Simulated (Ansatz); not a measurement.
# Optical constants of GaN

Computed with Ansatz, DFT PBEsol, scalar-relativistic, plane waves, PAW. Cutoff 420 eV, 12×12×6 k-points (Γ-centred), Gaussian smearing of 0.01 eV. No spin polarisation.

Equilibrium structure at this level:
```
Ga N
1.0
     3.18258    0.00000    0.00000
    -1.59129    2.75619    0.00000
     0.00000    0.00000    5.18543
Ga N
2 2
Direct
  0.33333 0.66667 0.99919
  0.66667 0.33333 0.49919
  0.33333 0.66667 0.37581
  0.66667 0.33333 0.87581
```

Independent-particle response (no local fields, no excitons) on a 18×18×10 mesh, broadened by 0.1 eV. Light polarised along y. The bands above those solved add 0.15 to ε₁ at zero frequency; that share is added as a constant.

Q: Tabulate n, κ, the reflectivity and the absorption coefficient against photon energy.

A:
```tsv
E (eV)	n	κ	R	α (10⁵ cm⁻¹)
0.1	2.45	0.00	0.18	0.00
0.5	2.46	0.00	0.18	0.00
0.9	2.48	0.00	0.18	0.00
1.3	2.52	0.00	0.19	0.00
1.7	2.59	0.00	0.20	0.00
2.1	2.67	0.15	0.21	0.32
2.5	2.63	0.22	0.20	0.56
2.9	2.61	0.25	0.20	0.73
3.3	2.61	0.27	0.20	0.89
3.7	2.64	0.28	0.21	1.05
4.1	2.69	0.30	0.21	1.23
4.5	2.78	0.32	0.23	1.46
4.9	2.93	0.37	0.25	1.84
5.3	3.19	0.63	0.29	3.36
5.7	2.95	1.11	0.30	6.44
6.1	2.85	1.00	0.28	6.16
6.5	2.85	1.50	0.33	9.88
6.9	2.40	1.38	0.29	9.65
7.3	2.55	1.23	0.28	9.09
7.7	2.66	1.72	0.35	13.42
8.1	2.07	1.91	0.37	15.64
8.5	1.88	1.31	0.25	11.26
8.9	2.24	1.67	0.33	15.10
9.3	1.91	1.63	0.31	15.32
9.7	1.65	1.76	0.35	17.32
10.1	1.54	1.39	0.26	14.22
10.5	2.02	1.35	0.26	14.35
10.9	1.98	1.88	0.36	20.75
11.3	1.69	2.06	0.41	23.57
11.7	1.35	2.17	0.47	25.77
```

Q: Where is the highest local maximum of ε₂ between 0.3 and 12 eV?

A: At 7.7 eV, where ε₂ = 9.1.

Q: How do the static value and the gaps compare?

A: ε₁(0) = 6.02; on the self-consistent k mesh the Kohn–Sham gap is 1.88 eV and the least direct gap 1.88 eV.

Cost: 1 run of about 1 core-minutes, on AMD EPYC 9R45 (Zen 5) (shared hosts).